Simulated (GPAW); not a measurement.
Runs of GPAW 26.7.0 on C. The cell holds a slab with vacuum, 4 atoms: a = 2.456 Å, b = 2.456 Å, c = 23.524 Å, α = 90.00°, β = 90.00°, γ = 120.00°. The slab is cut from a database's or a generator's crystal, which needn't be the stable form of the element.

| task | level | potentials or basis | cell | series job | gap on the mesh (eV) | work function (eV) |
| --- | --- | --- | --- | --- | --- | --- |
| single point | RPBE | the program's PAW data sets (release 1.2.1) made for this functional, pw | the (0 0 1) slab of C, cut from the database cell, not relaxed | - | none | 4.09 |
| single point | r2SCAN | GPAW PAW data sets (gpaw-data 1.2.1), pw | the (0 0 1) slab of C, cut from the database cell, not relaxed | - | none | (a) |
| single point | BEEF-vdW | GPAW PAW data sets (gpaw-data 1.2.1), pw | the (0 0 1) slab of C, cut from the database cell, not relaxed | - | none | 4.44 |
| single point | vdW-DF-cx | GPAW PAW data sets (gpaw-data 1.2.1), pw | the (0 0 1) slab of C, cut from the database cell, not relaxed | - | none | 4.31 |

Alike in all rows: no spin polarisation; k mesh 12 × 12 × 1; cutoff (eV) 600; smearing fermi-dirac 0.05 eV.

Task: Fill in the values left out.

Result: (a) 4.27.

A gap of «none» marks a metal or a gap under the smearing width.

Runs at the PBE level aren't shown here.
